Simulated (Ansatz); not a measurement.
# SnS: field gradients at two levels of theory

Cell: a structure deposited in the COD, its atoms then relaxed with PBE in this cell.

Space group Pnma (No. 62); a = 11.3200, b = 4.0500, c = 4.2420 Å.

| site | Wyckoff | site symmetry | x | y | z |
| --- | --- | --- | --- | --- | --- |
| Sn | 4c | .m. | 0.1204 | 0.2500 | 0.1080 |
| S | 4c | .m. | 0.8517 | 0.2500 | 0.4769 |

One atom of each set is listed.

First run. All values are calculated (Ansatz; DFT, PBE, plane waves and PAW, scalar-relativistic, 420 eV cutoff, Γ-centred 4×11×10 k-points, Fermi–Dirac smearing 0.02 eV), not measured.

```
site  V_zz (10²¹ V/m²)     η
  Sn            -11.20  0.30
   S             -2.86  0.08
```

Second run. The same atoms and settings, except that the functional is PBEsol.

**Question.** Given the first result, estimate the second.

**Answer.** 

```
site    V_zz     η  change of V_zz
  Sn  -10.84  0.30           +0.36
   S   -2.82  0.09           +0.04
```

The largest change of V_zz is on Sn, from -11.20 to -10.84. In per cent, |V_zz| changes by -3 on Sn, -1 on S (all sites that start above 0.5).

Without spin–orbit coupling (the program notes it for Sn) the gradients can shift somewhat, as the gap is small.
